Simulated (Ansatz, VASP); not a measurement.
**MgO: VASP beside Ansatz**

The input INCAR:

```
  ALGO = Normal
  EDIFF = 1E-6
  ENCUT = 520
  GGA = PE
  ISIF = 2
  ISMEAR = -1
  LASPH = True
  LCHARG = True
  LELF = True
  LREAL = False
  LVHAR = True
  LWAVE = False
  NBANDS = 11
  NELM = 80
  PREC = Accurate
  SIGMA = 0.01
```

Contents of KPOINTS:

```
k-points
0
Gamma
  10 10 10
```

File POSCAR:

```
MgO
1.0
    0.0000000000      2.0989540244      2.0989540244
    2.0989540244      0.0000000000      2.0989540244
    2.0989540244      2.0989540244      0.0000000000
Mg O
1 1
Direct
    0.0000000000      0.0000000000      0.0000000000
    0.5000000000      0.5000000000      0.5000000000
```

Input for Ansatz:

```yaml
crystal:
  lattice:
    - [0.0, 2.0989540244, 2.0989540244]
    - [2.0989540244, 0.0, 2.0989540244]
    - [2.0989540244, 2.0989540244, 0.0]
  atoms:
    - { symbol: Mg, position: [0.0, 0.0, 0.0] }
    - { symbol: O, position: [0.5, 0.5, 0.5] }
kpoints:
  mp_grid: { grid: [10, 10, 10] }
scf:
  occupations: { method: fermi_dirac, width: 0.01 }
hamiltonian:
  xc: pbe
  pseudopotentials: { kind: all_electron, lapw: { basis_error: 0.0005 } }
output:
  forces: true
  stress: true
  eigenvalues: true
```

Change from the starting cell: volume scaled by 0.95.

Alike in both runs: task single point; functional PBE; k mesh 10 × 10 × 10; occupations fermi-dirac, width 0.01 eV; no spin polarisation.

|  | VASP | Ansatz |
| --- | --- | --- |
| version | VASP 6.6.1 | Ansatz 0.2.0 |
| potentials or method | VASP PAW PBE potentials, release 64 (Mg, O) | all-electron LAPW, scalar-relativistic |
| plane-wave cutoff (eV) | 520 | see its input |

Ansatz gave:

| Property | Result |
| --- | --- |
| gap on the k mesh at the Fermi level (eV) | 4.84 |
| pressure (GPa) | 6.5 |

Problem. Estimate VASP's values.

Solution. gap on the k mesh at the Fermi level (eV): 4.83; pressure (GPa): 5.7.

Ansatz ran all-electron here, so the differences hold the error of VASP's frozen core and of both bases.
